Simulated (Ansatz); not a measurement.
# TiSi under changes of volume

One of the cells (14.630 Å³/atom); the others are scaled copies at fixed shape and fractional positions:

```xyz
2
Lattice="1.8162 -2.1176 0.0000 1.8162 2.1176 0.0000 0.0000 0.0000 3.8039" Properties=species:S:1:pos:R:3 pbc="T T T"
Ti    1.8162    0.0000    0.0000
Si    0.0000    0.0000    1.9020
```

The cell comes from a database or a generator and needn't be the stable form of this composition.

| Quantity | Value |
| --- | --- |
| Program | Ansatz 0.2.0 |
| Functional | PBEsol |
| Potentials or basis | all-electron LAPW, scalar-relativistic |
| Cutoff | 239 eV (chosen from the basis error) |
| Basis error allowed | 0.001 eV/atom |
| k mesh | 10 × 10 × 7 |
| Occupations | fermi-dirac, width 0.05 eV |
| Spin | no spin polarisation |

| volume (Å³/atom) | energy over the lowest point (meV/atom) | pressure (GPa) |
| --- | --- | --- |
| 13.752 | 5.64 | 4.8 |
| 14.045 | 0.00 | 1.4 |
| 14.337 | 0.15 | -1.6 |
| 14.630 | 5.58 | -4.3 |
| 14.922 | 15.77 | -6.8 |
| 15.215 | ? | ? |
| 15.508 | 48.64 | -11.0 |

Q: What does the run at 15.215 Å³/atom give?

A: Energy over the lowest point 30.27 meV/atom; pressure -9.0 GPa.

Worked out: A Birch-Murnaghan fit of order 3 (a polynomial in V^(-2/3)) to the other rows has its minimum at 14.18 Å³/atom with B0 = V·E''(V) = 147 GPa and B' = 3.9 at fixed shape and positions, which overstates the stiffness. It gives 30.25 meV/atom at 15.215 Å³/atom, against the run's 30.27, and -dE/dV = -9.0 GPa, against -9.0.

Energies are extrapolated to zero smearing.
